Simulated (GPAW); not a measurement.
# YN (Fm-3m) in GPAW: single point with LDA+U

Aim: the single point of YN with LDA+U.

Everything below comes from runs of GPAW 26.7.0. Logs are shortened: lines on timing, memory, paths and dates and some standing lists are left out, and cuts for length are marked. The log counts tension as positive stress, the text compression.

## Step 1: Starting point

It takes space group Fm-3m (No. 225, cubic). The conventional cell has a = 4.877 Å, b = 4.877 Å, c = 4.877 Å, α = 90.00°, β = 90.00°, γ = 90.00°. Y (site symmetry m-3m) is surrounded by 6 N at 2.44 Å. N (site symmetry m-3m) is surrounded by 6 Y at 2.44 Å.

## Step 2: Single point, LDA+U

Input file run.py:

```python
from ase import Atoms
from ase.dft.bandgap import bandgap
from ase.io import write
from ase.units import GPa
from gpaw import GPAW, PW

atoms = Atoms(['Y', 'N'],
              cell=[[0.0, 2.4385, 2.4385],
                    [2.4385, 0.0, 2.4385],
                    [2.4385, 2.4385, 0.0]],
              scaled_positions=[[0.0, 0.0, 0.0],
                                [0.5, 0.5, 0.5]],
              pbc=True)

calc = GPAW(mode=PW(650),
            xc='LDA',
            kpts={'size': (8, 8, 8), 'gamma': True},
            occupations={'name': 'fermi-dirac', 'width': 0.05},
            setups={'Y': ':d,2.0'},
            nbands=18,
            maxiter=120,
            txt='gpaw.txt')
atoms.calc = calc
energy = atoms.get_potential_energy()
forces = atoms.get_forces()
stress = atoms.get_stress()
calc.write('gs.gpw')
write('result.traj', atoms)
print(f'Energy: {energy:.6f} eV')
print('Forces (eV/A):')
print(forces.round(4))
print('Stress (GPa):', (stress / GPa).round(3))
print('Fermi level:', round(calc.get_fermi_level(), 4), 'eV')
print(f'Gap: {bandgap(calc)[0]:.4f} eV, direct: {bandgap(calc, direct=True)[0]:.4f} eV')
```

Potentials or basis: the program's PAW data sets (release 1.2.1) made for this functional, pw.

The run is started by

```sh
$ OMP_NUM_THREADS=1 python run.py
```

gpaw.txt:

```text
__  _  _
 | _ |_)|_||  |
 |__||  | ||/\| - 26.7.0

Input parameters:
  mode=PW(ecut=650.0),
  kpts=MonkhorstPack(size=(8, 8, 8), gamma=True),
  maxiter=120,
  nbands=18,
  occupations=Occupations(name='fermi-dirac', width=0.05),
  setups={'Y': ':d,2.0'},
  xc=XC(name='LDA')

Diagonalizing LCAO Hamiltonian
Converting LCAO to pw mode

               N

       Y

Atoms  # Å, Bohr magnetons
|   | symbol |        x |        y |        z |    initial magnetic moments |
|---|--------|----------|----------|----------|-----------------------------|
| 0 |      Y | 0.000000 | 0.000000 | 0.000000 | ( 0.0000,  0.0000,  0.0000) |
| 1 |      N | 2.438500 | 2.438500 | 2.438500 | ( 0.0000,  0.0000,  0.0000) |

Unit cell  # Å
| periodic |        x |        y |        z |  lengths |    angles |
|----------|----------|----------|----------|----------|-----------|
|      yes | 0.000000 | 2.438500 | 2.438500 | 3.448560 | 60.000000 |
|      yes | 2.438500 | 0.000000 | 2.438500 | 3.448560 | 60.000000 |
|      yes | 2.438500 | 2.438500 | 0.000000 | 3.448560 | 60.000000 |

Number of symmetries: 48
Symmetry operations  # r_c * U_cc + t_c -> r_c
|    | kind |            matrix            |
|----|------|------------------------------|
|  0 |  σ   |  1, 0, 0,  1, 0,-1,  1,-1, 0 |
|  1 |  C2  |  1, 0, 0,  1,-1, 0,  1, 0,-1 |
|  2 |  E   |  1, 0, 0,  0, 1, 0,  0, 0, 1 |
|  3 |  σ   |  1, 0, 0,  0, 0, 1,  0, 1, 0 |
|  4 |  C4  |  1, 0,-1,  1, 0, 0,  1,-1, 0 |
|  5 |  S6  |  1, 0,-1,  1,-1, 0,  1, 0, 0 |
|  6 |  σ   |  1, 0,-1,  0, 1,-1,  0, 0,-1 |
|  7 |  C3  |  1, 0,-1,  0, 0,-1,  0, 1,-1 |
|  8 |  S6  |  1,-1, 0,  1, 0, 0,  1, 0,-1 |
|  9 |  C4  |  1,-1, 0,  1, 0,-1,  1, 0, 0 |
| 10 |  C3  |  1,-1, 0,  0,-1, 1,  0,-1, 0 |
| 11 |  σ   |  1,-1, 0,  0,-1, 0,  0,-1, 1 |
| 12 |  σ   |  0, 1, 0,  1, 0, 0,  0, 0, 1 |
| 13 |  C4  |  0, 1, 0,  0, 1,-1, -1, 1, 0 |
| 14 |  C3  |  0, 1, 0,  0, 0, 1,  1, 0, 0 |
| 15 |  S6  |  0, 1, 0, -1, 1, 0,  0, 1,-1 |
| 16 |  C2  |  0, 1,-1,  1, 0,-1,  0, 0,-1 |
| 17 |  σ   |  0, 1,-1,  0, 1, 0, -1, 1, 0 |
| 18 |  S4  |  0, 1,-1,  0, 0,-1,  1, 0,-1 |
| 19 |  C4  |  0, 1,-1, -1, 1, 0,  0, 1, 0 |
| 20 |  C3  |  0, 0, 1,  1, 0, 0,  0, 1, 0 |
| 21 |  σ   |  0, 0, 1,  0, 1, 0,  1, 0, 0 |
| 22 |  S6  |  0, 0, 1,  0,-1, 1, -1, 0, 1 |
| 23 |  C4  |  0, 0, 1, -1, 0, 1,  0,-1, 1 |
| 24 |  S4  |  0, 0,-1,  1, 0,-1,  0, 1,-1 |
| 25 |  C3  |  0, 0,-1,  0, 1,-1,  1, 0,-1 |
| 26 |  C2  |  0, 0,-1,  0,-1, 0, -1, 0, 0 |
| 27 |  S6  |  0, 0,-1, -1, 0, 0,  0,-1, 0 |
| 28 |  S4  |  0,-1, 1,  1,-1, 0,  0,-1, 0 |
| 29 |  C4  |  0,-1, 1,  0, 0, 1, -1, 0, 1 |
| 30 |  C2  |  0,-1, 1,  0,-1, 0,  1,-1, 0 |
| 31 |  σ   |  0,-1, 1, -1, 0, 1,  0, 0, 1 |
| 32 |  C3  |  0,-1, 0,  1,-1, 0,  0,-1, 1 |
| 33 |  S6  |  0,-1, 0,  0, 0,-1, -1, 0, 0 |
| 34 |  S4  |  0,-1, 0,  0,-1, 1,  1,-1, 0 |
| 35 |  C2  |  0,-1, 0, -1, 0, 0,  0, 0,-1 |
| 36 |  C2  | -1, 1, 0,  0, 1, 0,  0, 1,-1 |
| 37 |  S6  | -1, 1, 0,  0, 1,-1,  0, 1, 0 |
| 38 |  S4  | -1, 1, 0, -1, 0, 1, -1, 0, 0 |
| 39 |  C3  | -1, 1, 0, -1, 0, 0, -1, 0, 1 |
| 40 |  S6  | -1, 0, 1,  0, 0, 1,  0,-1, 1 |
| 41 |  C2  | -1, 0, 1,  0,-1, 1,  0, 0, 1 |
| 42 |  C3  | -1, 0, 1, -1, 1, 0, -1, 0, 0 |
| 43 |  S4  | -1, 0, 1, -1, 0, 0, -1, 1, 0 |
| 44 |  C2  | -1, 0, 0,  0, 0,-1,  0,-1, 0 |
| 45 |  i   | -1, 0, 0,  0,-1, 0,  0, 0,-1 |
| 46 |  σ   | -1, 0, 0, -1, 1, 0, -1, 0, 1 |
| 47 |  C2  | -1, 0, 0, -1, 0, 1, -1, 1, 0 |

BZ-sampling:
  Number of BZ points: 512
  Number of IBZ points: 29

  Monkhorst-Pack size: [8, 8, 8]
  Monkhorst-Pack shift: [0.0625, 0.0625, 0.0625]

K-points  # in reciprocal-cell coordinates
|     |                                coordinates |     weight |
|-----|--------------------------------------------|------------|
|   0 | (  0.00000000,   0.00000000,   0.00000000) | 0.00195312 |
|   1 | (  0.12500000,   0.12500000,   0.00000000) | 0.01171875 |
|   2 | (  0.12500000,   0.12500000,   0.12500000) | 0.01562500 |
|   3 | (  0.25000000,   0.12500000,   0.12500000) | 0.02343750 |
|   4 | (  0.25000000,   0.25000000,   0.00000000) | 0.01171875 |
|   5 | (  0.25000000,   0.25000000,   0.12500000) | 0.04687500 |
|   6 | (  0.25000000,   0.25000000,   0.25000000) | 0.01562500 |
|   7 | (  0.37500000,   0.25000000,  -0.37500000) | 0.04687500 |
|   8 | (  0.37500000,   0.25000000,   0.12500000) | 0.04687500 |
|   9 | (  0.37500000,   0.25000000,   0.25000000) | 0.04687500 |
| ... |                                            |            |
|  28 | (  0.50000000,   0.50000000,   0.50000000) | 0.00781250 |

Plane wave coefficients: 1106
Cutoff: 650.0 eV

Spin-components: 1 (collinear spins)
Bands:           18
Projectors:      11
Spin-degeneracy: 2
Datatype:        complex128

Parallelization:
  kpt:    1
  domain: 1
  band:   1

Density:
  Valence electrons: 16.0
  Components: 1
  Grid points: [21 21 21]
  Charge: 0.0  # |e|

Potential:
  Grid points: [21 21 21]

species:
  Y:
    name:    Yttrium
    Z:       39.0
    valence: 11
    core:    28
    charge:  0.0  # [|e|]
    Hubbard: {U: 2.0,  # eV
              l: 2,
              scale: True}
    compensation charges:
      type: gauss
      rc: 0.40  # [Å]
      lmax: 2
    cutoffs:
      filter: 2.39  # [Å]
      core: 1.70  # [Å]
    projectors
    | kind |    occ | energy [eV] | rcut [Å] |
    |------|--------|-------------|----------|
    |   4s |  2.000 |     -47.976 |    1.328 |
    |   5s |  2.000 |      -4.228 |    1.328 |
    |   4p |  6.000 |     -27.951 |    1.318 |
    |   5p |  0.000 |      -1.496 |    1.318 |
    |   4d |  1.000 |      -2.645 |    1.286 |
    |    d |        |      24.567 |    1.286 |

    Using partial waves for Y as LCAO basis

  N:
    name:    Nitrogen
    Z:       7.0
    valence: 5
    core:    2
    charge:  0.0  # [|e|]
    compensation charges:
      type: gauss
      rc: 0.18  # [Å]
      lmax: 2
    cutoffs:
      filter: 1.11  # [Å]
      core: 0.96  # [Å]
    projectors
    | kind |    occ | energy [eV] | rcut [Å] |
    |------|--------|-------------|----------|
    |   2s |  2.000 |     -18.420 |    0.603 |
    |   2p |  3.000 |      -7.237 |    0.529 |
    |    s |        |       8.791 |    0.603 |
    |    p |        |      19.974 |    0.529 |
    |    d |        |       0.000 |    0.577 |

    Using partial waves for N as LCAO basis

Reference energy: -93458.760867  # eV

eigensolver:
  PPCG
  Converge bands: occupied
  niter=2

density mixing:
  MSR1-Mixer
  Pratt-step length: 0.05
  Maximum mixing coefficient: 0.75
  Old densities: 10
  SVD Regularization: 0.005
  Good broyden scale: 1.0
  Trust region scale: 1.0
  Backstep threshold: 4.0
  History deletion threshold: 6.0
  Fourier metric: weight=20.0, sigma=0.015

occupation numbers:
  Fermi-Dirac:
    width: 0.0500  # eV

poisson solver:
  ecut: 5200.0  # eV

xc functional:
  name: None

convergence criteria:
- Maximum [total energy] change in last 3 cyles: 0.0005 eV / valence electron
- Maximum integral of absolute [dens]ity change: 0.0001 electrons / valence electron
- Maximum integral of absolute [eigenst]ate change: 4e-08 eV^2 / valence electron
maximum number of iterations: 120

SCF iterations
|iter     | |      energy | eigst |  dens |
|---------|-|-------------|-------|-------|
|iter:   1| |  -19.650936 | -0.24 |       |
|iter:   2| |  -18.873590 | -2.11 | -0.79 |
|iter:   3| |  -17.206358 | -1.21 | -0.86 |
|iter:   4| |  -17.190717 | -2.62 | -1.46 |
|iter:   5| |  -17.189750 | -3.08 | -1.67 |
|iter:   6| |  -17.189374c| -4.75 | -2.70 |
|iter:   7| |  -17.189415c| -6.12 | -3.13 |
|iter:   8| |  -17.189418c| -7.40c| -3.77 |
|iter:   9| |  -17.189418c| -7.52c| -4.43c|

Converged in 9 steps
Energy contributions relative to reference atoms: (reference = -93458.760867)

Energy contributions:
  Kinetic:          12.227000
  Coulomb:         -12.536042
  Zero:             -0.240437
  External:          0.000000
  Xc:              -16.639906
  Entropy:          -0.000068
  Spinorbit:         0.000000
  ----------------------------
  Free energy:     -17.189452
  Extrapolated:    -17.189418

dipole moment: (-18.187636, -18.187636, -18.187636)  # |e|*Ang

Fermi level: 8.675
Eigenvalues  # (at kpt = [0.000, 0.000, 0.000])
| band index |      eig [eV] | occ [0-2] |
|------------|---------------|-----------|
|          0 |       -32.660 |     2.000 |
|          1 |       -12.339 |     2.000 |
|          2 |       -12.339 |     2.000 |
|          3 |       -12.339 |     2.000 |
|          4 |        -4.298 |     2.000 |
|          5 |         8.445 |     1.980 |
[... 8 lines left out ...]
|         14 |        18.998 |     0.000 |
|         15 |        32.397 |     0.000 |
|        ... |               |           |
|         17 |        32.558 |     0.000 |

Gap: 0.459 eV
Transition (v -> c):
  (s=0, k=0, n=7, [0.00, 0.00, 0.00]) -> (s=0, k=24, n=8, [0.50, 0.50, 0.00])
Direct/indirect transitions are different
Direct gap: 0.876 eV
Transition at: (s=0, k=24, n=7, [0.50, 0.50, 0.00])

Forces  # eV/Ang
|        x |        y |        z |
|----------|----------|----------|
| -0.00000 |  0.00000 |  0.00000 |  # Y    0
| -0.00000 | -0.00000 | -0.00000 |  # N    1

Stress tensor  # eV/Ang^3
|        x |        y |        z |
|----------|----------|----------|
| 0.026492 | 0.000000 | 0.000000 |
| 0.000000 | 0.026492 | 0.000000 |
| 0.000000 | 0.000000 | 0.026492 |

# Writing to gs.gpw (mode='')
```

Run time: 16 s. Hardware: 1 thread of Intel Xeon Platinum 8259CL at 2.50GHz (Skylake/Cascade Lake), shared host; peak memory 0.15 GiB.

What came out:

* Free energy: -17.1895 eV
* Pressure: -4.2 GPa
* Band gap on the k mesh: 0.46 eV, indirect (least direct gap 0.88 eV)

Caveat: the cutoff is short for stress and forces, so pressures can be off by a GPa or more. A k mesh can miss the band edges.
